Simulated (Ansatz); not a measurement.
# SiC (Moissanite 3C) (F-43m) in Ansatz: further runs

Aim: see how the results for SiC (Moissanite 3C) move with the level of theory and the settings. Levels: PBEsol, PBE. Tasks: Born charges and dielectric tensor, phonons.

Program: Ansatz 0.2.0. These are calculated values, not measurements. Logs are shortened: lines on timing, memory, paths and dates and some standing lists are left out, and cuts for length are marked.

**What was measured.**

“Insight into the structural, elastic and electronic properties of a new orthorhombic 6O-SiC polytype”, 2020, pmc:7200658 quotes, for a bulk crystal of SiC: band gap 2.4 eV (indirect).

From “Infrared properties of SiC particles”, 1999, arxiv:astro-ph/9903031, for a bulk crystal of SiC: high-frequency dielectric constant 6.49.

The results are compared with them further down.

### Step 1. Starting point

It takes space group F-43m (No. 216, cubic). The conventional cell has a = 4.358 Å, b = 4.358 Å, c = 4.358 Å, α = 90.00°, β = 90.00°, γ = 90.00°. Around Si (site symmetry -43m) lie 4 C at 1.89 Å. Around C (site symmetry -43m) lie 4 Si at 1.89 Å.

### Step 2. Born charges and dielectric tensor, PBEsol

Contents of input.yaml:

```yaml
crystal:
  lattice:
    - [0.0, 2.179, 2.179]
    - [2.179, 0.0, 2.179]
    - [2.179, 2.179, 0.0]
  atoms:
    - { symbol: Si, position: [0.0, 0.0, 0.0] }
    - { symbol: C, position: [0.75, 0.75, 0.75] }
kpoints:
  mp_grid: { grid: [10, 10, 10] }
scf:
  occupations: { method: fixed }
hamiltonian:
  xc: pbesol
  pseudopotentials: { kind: all_electron, datasets: crystal }
output: {}
dielectric: {}
```

Potentials or basis: all-electron PAW datasets made for the crystal.

Launch:

```console
$ ansatz run input.yaml --threads 1 --pin off --max-ram 3072MiB --backend cpu --events-out ev --progress --plain --runs-dir out
```

The program printed:

```text
Warning: RAYON_NUM_THREADS=1 ignored (pool sized by the plan → 1); use --threads N
hamiltonian.pseudopotentials.datasets: crystal makes datasets for this crystal and solves the spheres of its atoms anew in each pass: cutoff 380.0 eV, the density's 1520.0 eV; for an error of 0.50 meV an atom under PBE, 1.0 meV for the cell; an energy difference from a run of another recipe may be off by several times the error for the cell, under r2SCAN by more, where some 0.1 meV an atom stays at smaller errors; in a run that uses the all-electron wave functions in the spheres, carries its plane waves along with the cell (elastic.basis: deformed) or is on a recipe of such a run or, without exact exchange, of a hybrid, they include no finite-basis correction of the energy (for plane waves above the cutoff): energies differ from those of runs with it by up to 1.1 meV an atom at a dataset_error of 0.2 meV (4 under r2SCAN), and by more at a larger error or with an open f shell (one dataset_recipe, of a run without it, keeps both alike, but for a hybrid, which always has it); C in spheres of 0.958 Å, 4 of its electrons in bands; Si in spheres of 0.921 Å, 4 of its electrons in bands, 8 on its site; only band paths and densities of states list, in semicore columns, the levels of the semicore shells that are solved separately: 2s of Si, 2p of Si
Engine: ansatz 0.2.0, x86_64-unknown-linux-gnu
Pseudopotentials: kind: all_electron
Pseudopotential: Si, paw, valence charge 12, recommended cutoff 380 eV (normal), crystal/all_electron/pbesol/scalar/gaussian/Si, Koelling and Harmon's equation, gaussian nucleus
Pseudopotential: C, paw, valence charge 4, recommended cutoff 380 eV (normal), crystal/all_electron/pbesol/scalar/gaussian/C, Koelling and Harmon's equation, gaussian nucleus
Functional definition: PBEsol
  exchange = pbesol_x
  correlation = pbesol_c
davidson cushion auto → on  (no smearing: the cushion is to keep the highest requested band from converging to the state above it; pin scf.eigensolver.cushion to override)
Crystal: 2 atoms, lattice volume = 20.692 Å³
Basis set: ecut = 380 eV, 331 PW (Γ), exchange–correlation on 40×40×40 points (8 copies of the dense FFT grid, shifted against one another)
Bands: 8, of which v1, the nominal top of the filled ones, is band 4 counted from 1 (3 counted from 0)
Symmetry: 24 space group operations
k-points: 171 of 1000 (irreducible under 4 space group operations, time reversal used)
Non-local potential: Si, projectors of the file, l = 0: 1, l = 1: 1
Non-local potential: C, projectors of the file, l = 0: 1, l = 1: 1
PAW form: soft (Blöchl's): semilocal exchange-correlation on the pseudo side does not see the compensation charge
PAW one-centre angular grid: Si, 110 points (default); XC on its mesh's 1867 points in the sphere
PAW one-centre angular grid: C, 110 points (default); XC on its mesh's 1955 points in the sphere
Initial density: superposition of atomic densities (neutral atoms: chi_scale 0, normalization atom)
Initial wavefunctions: pseudopotential atomic-orbital guess
Functional: x = pbesol(κ = 0.804, μ = 0.12345679012345678), c = pbesol(β = 0.046)
iter 1 solved again at ethr=6.95e-2 eV; its pass at ethr=1.00e-1 eV (dr2=5.56e0 eV) is discarded
SCF iter   1: F=—  HF=-8912.613357 eV  |F-HF|=—  |Δ(HF+E_count)|=         —  Δρ=1.52e-1  dr2=5.62e0  ethr=6.95e-2  ⟨swp⟩=2.0  Hψ=9468  notcnv=0
preconditioner: auto → none  [insulator: Δε(μ)=3.257 eV  Ē_g=14.813 eV  n_scr=0 (ndim 8)  ℏωp=23.1 eV  f_vac=0.000  ε∞_Penn≈3.4]
iter 2 solved again at ethr=3.51e-3 eV; its pass at ethr=6.95e-2 eV (dr2=2.81e-1 eV) is discarded
SCF iter   2: F=—  HF=-8911.151286 eV  |F-HF|=—  |Δ(HF+E_count)|=    1.46e0  Δρ=4.76e-2  dr2=2.98e-1  ethr=3.51e-3  ⟨swp⟩=2.3  Hψ=7024  notcnv=0  defer=1
SCF iter   3: F=—  HF=-8911.091734 eV  |F-HF|=—  |Δ(HF+E_count)|=   5.96e-2  Δρ=1.63e-2  dr2=3.15e-2  ethr=3.51e-3  ⟨swp⟩=2.0  Hψ=3423  notcnv=0
SCF iter   4: F=—  HF=-8911.102603 eV  |F-HF|=—  |Δ(HF+E_count)|=   1.09e-2  Δρ=5.86e-3  dr2=5.10e-3  ethr=3.93e-4  ⟨swp⟩=2.0  Hψ=4275  notcnv=0
SCF iter   5: F=—  HF=-8911.104287 eV  |F-HF|=—  |Δ(HF+E_count)|=   1.68e-3  Δρ=1.13e-3  dr2=2.08e-4  ethr=6.38e-5  ⟨swp⟩=2.3  Hψ=3476  notcnv=0
SCF iter   6: F=—  HF=-8911.104401 eV  |F-HF|=—  |Δ(HF+E_count)|=   1.14e-4  Δρ=1.32e-4  dr2=1.74e-6  ethr=2.60e-6  ⟨swp⟩=3.0  Hψ=4678  notcnv=0
SCF iter   7: F=—  HF=-8911.104403 eV  |F-HF|=—  |Δ(HF+E_count)|=   2.34e-6  Δρ=7.05e-6  dr2=3.47e-9  ethr=2.17e-8  ⟨swp⟩=2.9  Hψ=4578  notcnv=0
SCF iter   8: F=—  HF=-8911.104403 eV  |F-HF|=—  |Δ(HF+E_count)|=   9.00e-9  Δρ=1.23e-6  dr2=2.05e-10  ethr=4.34e-11  ⟨swp⟩=3.0  Hψ=4774  notcnv=0
SCF iter   9: F=-8911.104403 eV  HF=-8911.104403 eV  |F-HF|=5.46e-12  |Δ(HF+E_count)|=  4.00e-11  Δρ=3.36e-8  dr2=1.25e-13  ethr=2.56e-12  ⟨swp⟩=2.2  Hψ=3469  notcnv=0  defer=3
SCF 1 converged in 9 iterations: F = -8911.104403 eV  dr2 = 1.25e-13
the response reads at least the filled bands of the reference SCF and the lowest empty band at each k-point, and that SCF's band table does not vouch for those bands. The notice of the band table in this run's record says why
NSCF: frozen V_eff on 2 k-points
DFPT response loops at Γ: preconditioner auto → none (the input reference at scf.mixing.eps_inf says where Resta's filter doesn't serve); β = 0.50; Broyden in place of MSR1
WARN: field response: ε∞, Z* and everything formed from them stand on the 10×10×10 k-mesh, whose period is 14.93 times the interband length at k = (0.0000, -0.5000, -0.5000), direct gap 4.454 eV, 14 or more, which is no proof that they serve; points inside a basis were not begun: none includes the bands' part inside the spheres of datasets made for the crystal
SCF converged after 9 iterations
Free energy (F): -8911.104403 eV
Harris-Foulkes:  -8911.104403 eV  (|F-HF|=5.46e-12)
Internal energy: -8911.104403 eV  (E = F + TS)
E sigma→0 (E₀):  -8911.104403 eV
Past the cutoff: waves up to 1.5 times it would add -0.000203 eV an atom, which no energy here includes
By the cutoff:   a pressure is off by up to 0.023 GPa (6 times that energy over an atom's volume, and 0.004 GPa: a bound that held against runs at twice the plane waves)
Past the cutoffs: a stress includes 0.0046 GPa for waves and charges beyond them
In the spheres:  the bands' charges fall short by 3.6e-7 e at most (sound up to 1e-3), those of shells solved beside the bands by 8.2e-8 e (sound up to 5e-4)
Fermi energy:    10.699618 eV
--- Per-component energies (eV) ---
  E_band       = 38.311535
  E_kinetic    = 121.037470
  E_local      = -1505.278635  (includes V_loc(G=0)·N_el)
  E_nonlocal   = 15.594316
  E_hartree    = 654.516274
  E_xc         = -86.121642
  E_vxc        = -109.769717  (∫ρ·V_xc dr)
  E_paw        = -10373.790345  (= ΣΔE_a)
  E_vpaw       = -3394.369619  (= ΣTr[D̂ρ^β])
  E_ewald      = -1339.127024
  E_smearing   = -0.000000  (= −TS)
  E_closure    = 3602.065184  (closes the sum)
  Σ components = -8911.104403   (vs F -8911.104403, Δ=0.00e0)
  The terms above E_closure are by the made datasets' own strengths, without shells solved beside the bands.
--- Band table (eV; the first three rows and the last of 171) ---
  k-point 0: bands = ["-4.7227", "10.6996", "10.6996", "10.6996", "16.8788", "17.9386", "17.9386", "17.9386"]
  k-point 1: bands = ["-4.5265", "9.6843", "10.5646", "10.5646", "17.1316", "18.1829", "18.1829", "18.2172"]
  k-point 2: bands = ["-3.9466", "7.5541", "10.2553", "10.2553", "16.8338", "18.5411", "18.5411", "19.4114"]
  k-point 170: bands = ["0.3181", "3.5784", "5.4807", "6.8023", "15.7601", "19.0997", "20.4965", "21.3367"]
--- Dielectric response (ions clamped): 1 representative field direction + reference, on 171 of 1000 k-points (Σ response iterations 8) ---
  k mesh reduced under 4 symmetry operations, with k and −k counted as one. Each operation leaves every solved perturbation unchanged. A smaller set is not considered because the run solves the response to a homogeneous field
  ε∞ (high-frequency dielectric tensor):
        7.067861     0.000000     0.000000
       -0.000000     7.067861     0.000000
        0.000000     0.000000     7.067861
  Born effective charges Z* (e; rows j = field, columns β = displacement):
    site 0:
         2.71842   -0.00000    0.00000
         0.00000    2.71842   -0.00000
         0.00000   -0.00000    2.71842
    site 1:
        -2.71842    0.00000   -0.00000
         0.00000   -2.71842    0.00000
        -0.00000    0.00000   -2.71842
  Z* charge neutrality: 1.561e-4 e pre-enforcement
  k-mesh period / interband length: 30.8 Å / 2.06 Å = 14.93 at k = (0.0000, -0.5000, -0.5000), direct gap 4.454 eV — 14 or more, which is no proof of convergence
```

Wall time 33 s (1 thread of Intel Xeon Platinum 8488C (Sapphire Rapids), shared host); peak memory 0.78 GiB.

Results:

```yaml
Free_energy: -8911.1044 eV
Band_gap_on_the_k_mesh: 1.24 eV, indirect (least direct gap 4.45 eV)
Electronic_dielectric_tensor_diagonal: 7.07
Born_charges_mean_of_the_diagonal: Si +2.72; C -2.72 e
```

Levels at points of the mesh, in eV from the valence-band top:
```tsv
k point	band 1	band 2	band 3	band 4	band 5	band 6	band 7	band 8
(0.00, 0.00, 0.00)	-15.42	0.00	0.00	0.00	6.18	7.24	7.24	7.24
(0.00, 0.00, -0.50)	-11.82	-8.60	-1.06	-1.06	5.37	7.14	7.14	9.92
(0.00, -0.50, -0.50)	-10.36	-7.84	-3.21	-3.21	1.24	4.20	13.94	13.94
(-0.50, 0.00, 0.00)	-11.82	-8.60	-1.06	-1.06	5.37	7.14	7.14	9.92
(-0.50, 0.00, -0.50)	-10.36	-7.84	-3.21	-3.21	1.24	4.20	13.94	13.94
```

Electronic dielectric tensor:
```
7.07 0.00 0.00
0.00 7.07 0.00
0.00 0.00 7.07
```

Born effective charge tensors (e):
atom 1, Si
```
2.72 0.00 0.00
0.00 2.72 0.00
0.00 0.00 2.72
```
atom 2, C
```
-2.72  0.00  0.00
 0.00 -2.72  0.00
 0.00  0.00 -2.72
```

Caveat: the program warned that the printed levels may be off, so bands, gaps and densities of states are rough.

### Step 3. Phonons, PBEsol

Contents of input.yaml:

```yaml
crystal:
  lattice:
    - [0.0, 2.179, 2.179]
    - [2.179, 0.0, 2.179]
    - [2.179, 2.179, 0.0]
  atoms:
    - { symbol: Si, position: [0.0, 0.0, 0.0] }
    - { symbol: C, position: [0.75, 0.75, 0.75] }
kpoints:
  mp_grid: { grid: [7, 7, 7] }
scf:
  occupations: { method: fermi_dirac, width: 0.05 }
hamiltonian:
  xc: pbesol
  pseudopotentials: { kind: all_electron, lapw: { basis_error: 0.001 } }
output: {}
phonons:
  method: fd
  supercell: [1, 1, 1]
```

Potentials or basis: all-electron LAPW, scalar-relativistic.

Launch:

```console
$ ansatz run input.yaml --threads 1 --pin off --max-ram 3072MiB --backend cpu --events-out ev --progress --plain --runs-dir out
```

The program printed:

```text
Warning: RAYON_NUM_THREADS=1 ignored (pool sized by the plan → 1); use --threads N
LAPW: plane waves up to 9.895 Å⁻¹, error target 1.0e-3 eV per atom; small_component_spin mean_spin; C in spheres of 0.853 Å, 6 of its electrons in bands, Dirac shells []; Si in spheres of 0.977 Å, 12 of its electrons in bands, Dirac shells [] (how accurate: hamiltonian.pseudopotentials.lapw.basis_error, Limitations)
[... 2 set-up lines as earlier in the session ...]
Pseudopotential: Si, LAPW, valence charge 12, lapw/all_electron/scalar/gaussian/Si, Koelling and Harmon's equation, gaussian nucleus
Pseudopotential: C, LAPW, valence charge 6, lapw/all_electron/scalar/gaussian/C, Koelling and Harmon's equation, gaussian nucleus
[... 3 set-up lines as earlier in the session ...]
Crystal: 2 atoms, lattice volume = 20.692 Å³
[... 66 lines left out ...]
  k-point 0: bands = ["-251.5369", "-122.0252", "-78.3057", "-78.3057", "-78.3057", "-4.7210", "10.7023", "10.7023", "10.7023", "16.8810", "17.9388", "17.9388", "17.9388"]
  k-point 1: bands = ["-251.5369", "-122.0251", "-78.3061", "-78.3058", "-78.3058", "-4.3222", "8.8382", "10.4457", "10.4457", "17.0601", "18.3681", "18.3681", "18.6842"]
  k-point 2: bands = ["-251.5369", "-122.0251", "-78.3068", "-78.3059", "-78.3059", "-3.1670", "5.5577", "9.9812", "9.9812", "16.4781", "18.4458", "18.4458", "20.2687"]
  k-point 19: bands = ["-251.5369", "-122.0250", "-78.3070", "-78.3069", "-78.3064", "0.3755", "3.6119", "5.1884", "7.0685", "15.2979", "19.1900", "20.8153", "21.5143"]
--- Phonons: 2 displaced members + reference (amplitude 0.01 Å, Σ member SCF iterations 11) ---
  symmetry images taken by strict's conditions (phonons.symmetry_images: auto; settled by no image being taken that strict refuses)
  ASR residual: 1.692e-3 → 0.000e0 eV/Å²; symmetrization residual: 2.190e-4 eV/Å²
  largest component of a force at the reference: 1.6e-16 eV/Å
  ASR residual per site (eV/Å²): 4.57e-4 1.69e-3
  Γ frequencies (cm⁻¹): 0.00 0.00 0.00 785.28 785.28 785.28
  density of states and harmonic sums: on the 24×24×24 q-mesh, interpolated from the force constants of a 1×1×1 supercell (no non-analytic term)
  largest difference from the sums on the solved wave vectors: F 2.17e-1 eV, S 4.75e-4 and C_V 2.58e-4 eV/K
  zero-point energy: 0.194790 eV/cell   skipped modes (ω ≤ 0): 3   left out of the sums: 3.62e-5 of the cell's modes: C_V's classical limit lies that fraction below 3 k_B per atom; for a crystal, a wire or a layer, F and S can be off by more, and a phonons.interpolated_qmesh denser along its periods is the remedy for the sampling
```

phdos.tsv:

```text
# omega_inv_cm	omega_thz	g_bin_mean(omega)[modes/inv_cm]
# format = ansatz-phdos/2
# interpolated_qmesh = 24 24 24
# force_constants_supercell = 1 1 1
# lo_to_splitting: not included (the non-analytic LO-TO correction is not applied to the interpolated dynamical matrix; polar crystals: no LO-TO splitting at GAMMA, and LO and other optical branches, acoustic branches and sound speeds, and with them the density of states and the thermodynamics, can be off between the wave vectors that the force constants were sampled on, most near GAMMA; a larger extent of the force constants narrows that region and is not shown to mend the acoustic slopes)
# g_bin_mean(omega): the modes in a bin one row spacing wide, centred on omega, divided by that spacing. A flat band (one whose frequency is the same at every q-point) is counted whole in the row whose bin holds it (on the edge of two bins, in the lower row). The modes of the run's own cell are the sum of g_bin_mean times the row spacing in inv_cm (a plain sum, not the trapezoid rule); for a one-atom cell on a GAMMA-only q-mesh every row is zero, so that sum is 0, not 3
0.000000	0.000000	3.432500e-9
1.570565	0.047084	8.924500e-8
3.141130	0.094169	3.363850e-7
4.711695	0.141253	7.482850e-7
6.282260	0.188337	1.324945e-6
7.852825	0.235422	2.066365e-6
[... 493 lines left out ...]
783.711948	23.495093	1.779589e-3
785.282513	23.542177	1.701552e-4
```

phthermo.tsv:

```text
# format = ansatz-phthermo/1
# interpolated_qmesh = 24 24 24
# force_constants_supercell = 1 1 1
# non_analytic_term = not included (the non-analytic LO-TO correction is not applied to the interpolated dynamical matrix; polar crystals: no LO-TO splitting at GAMMA, and LO and other optical branches, acoustic branches and sound speeds, and with them the density of states and the thermodynamics, can be off between the wave vectors that the force constants were sampled on, most near GAMMA; a larger extent of the force constants narrows that region and is not shown to mend the acoustic slopes)
# zero_point_energy_ev = 1.9478994694e-1
# n_skipped_modes = 3
# share_of_modes_left_out = 3.6168981481e-5
# rigid_motions_known_by = geometry
# t_k	f_vib_ev	s_ev_per_k	c_v_ev_per_k
0.0000	1.9478994694e-1	0.0000000000e0	0.0000000000e0
10.0000	1.9478994113e-1	4.2122336768e-9	2.3207777640e-8
20.0000	1.9478960408e-1	8.4539894996e-8	3.0209573782e-7
30.0000	1.9478768535e-1	3.3491132861e-7	1.0970637834e-6
40.0000	1.9478201721e-1	8.5305067587e-7	2.7697333812e-6
50.0000	1.9476929719e-1	1.7706828002e-6	5.8561370697e-6
[... 93 lines left out ...]
990.0000	-1.6434916577e-1	7.1068245169e-4	4.9016583143e-4
1000.0000	-1.7148067184e-1	7.1561136281e-4	4.9067765732e-4
```

Run time: 12 s. Hardware: 1 thread of Intel Xeon Platinum 8488C (Sapphire Rapids), shared host; peak memory 0.33 GiB.

What came out:

* Free energy: -8911.1007 eV
* Band gap on the k mesh: 1.48 eV, indirect (least direct gap 4.58 eV)
* Highest phonon frequency at Γ, LO-TO splitting left out: 785 cm⁻¹

Phonon frequencies in cm⁻¹ (negative: imaginary):
```csv
q point,frequencies
"(0.000, 0.000, 0.000)",0 0 0 785 785 785
```

Caveat: an odd mesh through Γ misses points on the zone boundary, where band edges often lie.

(Part 1 of 2 ends here.)
